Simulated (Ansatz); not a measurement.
The system is Sb.

```
CELL_PARAMETERS angstrom
0.00000 -2.37124 -2.37124
-2.37124 0.00000 -2.37124
2.37124 2.37124 -4.74249
ATOMIC_POSITIONS crystal
Sb 0.48982 0.45774 0.56015
Sb 0.01018 0.04226 0.93985
```

The cell isn't the ideal one: all atoms moved at random, sigma 0.25 Å a component.

```yaml
Program: Ansatz 0.2.0
Task: relaxation of the atoms
Functional: PBE
Potentials_or_basis: Ansatz PAW
Cutoff: "420 eV (not typed: the program's choice for these potentials)"
k_mesh: 9 × 9 × 5
Occupations: fermi-dirac, width 0.05 eV
Spin: no spin polarisation
```

At the start: volume 26.67 Å³/atom.

**Question.** Where does the relaxation end?

**Answer.** Over 14 steps the energy falls by 190.2 meV/atom; space group P-1 (No. 2, to 0.05 Å).

Step by step:
```csv
step,energy change (eV),largest force (eV/Å)
1,0.0000,1.9439
2,-0.3610,0.2002
3,-0.3623,0.0229
4,-0.3633,0.0472
5,-0.3704,0.0136
6,-0.3704,0.0136
7,-0.3705,0.0065
8,-0.3705,0.0093
9,-0.3706,0.0115
10,-0.3708,0.0136
11,-0.3710,0.0161
12,-0.3728,0.0257
13,-0.3784,0.0256
14,-0.3804,0.0141
```

Final structure:
```yaml
crystal:
  lattice:
    - [0.00000, -2.37124, -2.37124]
    - [-2.37124, 0.00000, -2.37124]
    - [2.37124, 2.37124, -4.74249]
  atoms:
    - { symbol: Sb, position: [0.52438, 0.40961, 0.50917] }
    - { symbol: Sb, position: [0.97562, 0.09039, 0.99083] }
```

Caveat: the thresholds are loose for stress.
